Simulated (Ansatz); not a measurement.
Ti₂C: do energies and stresses tell the same story?

These are results of Ansatz 0.2.0, DFT r2SCAN, scalar-relativistic, plane waves, PAW, not measurements.

Cutoff 500 eV; k points 18×18×18 on the computed 3-atom cell (Γ-centred); Gaussian smearing, width 0.10 eV; no spin polarisation.

Relaxed cell: R-3m, a = 3.078 Å, b = 3.078 Å, c = 14.463 Å, α = 90.00°, β = 90.00°, γ = 120.00°, 3 atoms in the primitive cell. Whether it is the stable form of this composition wasn't checked.

Energies at zero smearing and pressures from the stress tensor, at volumes with shape and atoms relaxed:
```
V (Å³/atom) E − E(first) (meV/atom) P (GPa)
     12.393                     0.00    10.02
     12.789                   -17.77     4.61
     13.184                   -23.25     0.02
     13.580                   -18.30    -3.86
     13.975                    -4.60    -7.11
```

Problem. Check P = −dE/dV between neighbouring volumes, and get the bulk modulus from the pressures alone.

Solution. With 1 eV/Å³ = 160.2 GPa:
```csv
middle V (Å³/atom),−ΔE/ΔV (GPa),mean P (GPa)
12.591,7.198,7.319
12.987,2.218,2.319
13.382,-2.002,-1.918
13.778,-5.550,-5.485
```

The two differ by 0.12 GPa at most. The mean of two end pressures misses the average over a step by about ΔV² P″/12, up to 0.07 GPa here; with that taken off 0.05 GPa remains. The stress is the derivative of the free energy, not of the energy at zero smearing, and with free energies 0.01 GPa remains. Around V = 13.184 Å³/atom, the two neighbours give B = −V ΔP/ΔV = 13.184 × 8.47 / 0.791 = 141.2 GPa, against B0 = 140.0 GPa from the Birch–Murnaghan fit of the energies.